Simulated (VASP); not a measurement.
# Settings for BN: mode Grüneisen parameters at the zone centre

BN, F-43m (no. 216), 2 atoms in the cell. PBEsol, mode Grueneisen parameters; PAW potentials N, B (PBE set). VASP 6.6.1.

Wanted: mode Grüneisen parameters within 0.05.

Geometry: relaxed with this functional.

The series start from Volume step (share): 0.01; Plane-wave cutoff (eV): 520; k mesh: 10x10x10; SCF threshold (eV): 1e-7; Precision mode: Accurate. Each series keeps the choices made before it, and each single choice may use up half of a tolerance. Times cover all steps of a run.

## Volume step (share)

| Volume step (share) | Mode Grüneisen parameters, largest deviation | Time (s) |
|---|---|---|
| 0.01 | 0.000 | 27 |
| 0.003 | 0.001 | 25 |
| 0.03 | 0.000 | 27 |
| 0.06 | 0.000 | 27 |

Chosen: 0.01; no other choice that stays within half of the tolerance saves 30 % of the time.

## Plane-wave cutoff (eV)

| Plane-wave cutoff (eV) | Mode Grüneisen parameters, largest deviation | Time (s) |
|---|---|---|
| 400 | 0.006 | 21 |
| 460 | 0.004 | 21 |
| 520 | 0.009 | 27 |
| 600 | 0.006 | 27 |
| 720 (reference) | 0.000 | 32 |

Chosen: 400, the loosest value from which every tighter one stays within half of the tolerance.

## k mesh

| k mesh | Mode Grüneisen parameters, largest deviation | Time (s) |
|---|---|---|
| 6x6x6 | 0.012 | 9.6 |
| 8x8x8 | 0.000 | 14 |
| 10x10x10 | 0.001 | 21 |
| 12x12x12 | 0.001 | 30 |
| 14x14x14 (reference) | 0.000 | 43 |

Chosen: 6x6x6.

## SCF threshold (eV)

| SCF threshold (eV) | Mode Grüneisen parameters, largest deviation | Time (s) |
|---|---|---|
| 0.0001 | 0.001 | 9.0 |
| 1e-5 | 0.001 | 10 |
| 1e-6 | 0.001 | 9.1 |
| 1e-7 | 0.000 | 9.6 |
| 1e-8 (reference) | 0.000 | 10 |

Chosen: 0.0001.

## Precision mode

| Precision mode | Mode Grüneisen parameters, largest deviation | Time (s) |
|---|---|---|
| Accurate | 0.000 | 9.0 |
| Normal | 0.002 | 4.8 |
| Single | 0.003 | 6.2 |

Chosen: Normal, the fastest of those that stay within half of the tolerance.

## All choices together

| Input | Mode Grüneisen parameters, largest deviation | Time (s) |
|---|---|---|
| program defaults, KSPACING-like mesh of 0.5 per A (naive) | 0.008 | 5.5 |
| chosen settings | 0.016 | 4.8 |
| reference settings throughout | 0.000 | 75 |

The tolerance is met.

Values of the reference run: Mode Grüneisen parameters: 1.227, 1.227, 1.227.

## The input

INCAR:
```
SYSTEM = BN
ALGO = Normal
EDIFF = 1E-4
ENCUT = 400
GGA = PS
IBRION = 6
ISIF = 2
ISMEAR = 0
KPAR = 2
LASPH = .TRUE.
LCHARG = .FALSE.
LREAL = .FALSE.
LWAVE = .FALSE.
NELM = 120
NFREE = 2
NSW = 1
POTIM = 0.015
PREC = Normal
SIGMA = 0.02
```

KPOINTS:
```
Automatic mesh
0
Gamma
  6 6 6
  0 0 0
```

POSCAR.step1:
```
BN
 1.0000000000000000
    -0.0000000000000000    1.7974292166166650    1.7974292166166650
     1.7974292166166650   -0.0000000000000000    1.7974292166166650
     1.7974292166166650    1.7974292166166650    0.0000000000000000
 N   B
   1   1
Direct
  0.2500000000000000  0.2500000000000000  0.2500000000000000
  0.0000000000000000  0.0000000000000000 -0.0000000000000000
```

POSCAR.step2:
```
BN
 1.0000000000000000
    -0.0000000000000000    1.8034609034885072    1.8034609034885072
     1.8034609034885072   -0.0000000000000000    1.8034609034885072
     1.8034609034885072    1.8034609034885072    0.0000000000000000
 N   B
   1   1
Direct
  0.2500000000000000  0.2500000000000000  0.2500000000000000
  0.0000000000000000  0.0000000000000000 -0.0000000000000000
```

POSCAR.step3:
```
BN
 1.0000000000000000
    -0.0000000000000000    1.8094525119669684    1.8094525119669684
     1.8094525119669684   -0.0000000000000000    1.8094525119669684
     1.8094525119669684    1.8094525119669684    0.0000000000000000
 N   B
   1   1
Direct
  0.2500000000000000  0.2500000000000000  0.2500000000000000
  0.0000000000000000  0.0000000000000000 -0.0000000000000000
```

Commands (each step's output is kept before the next begins):
```
cat potpaw_PBE.64/N/POTCAR potpaw_PBE.64/B/POTCAR > POTCAR
cp POSCAR.step1 POSCAR
mpirun -np 2 vasp_std > vasp.out
rm WAVECAR CHG
cp POSCAR.step2 POSCAR
mpirun -np 2 vasp_std > vasp.out
rm WAVECAR CHG
cp POSCAR.step3 POSCAR
mpirun -np 2 vasp_std > vasp.out
```

The naive input happens to agree within the tolerance here, in 5.5 s.

The chosen input took VASP 6.6.1 4.8 s on 2 cores (Intel Xeon 6975P-C (Granite Rapids)), a shared host.

## An input that fails: cutoff far too low

It runs to its end, but against the unchanged starting input it is off by 0.330 in the mode Grüneisen parameters.

Changes against the starting input:
```
(all steps)
- ENCUT = 520
+ ENCUT = 240
```
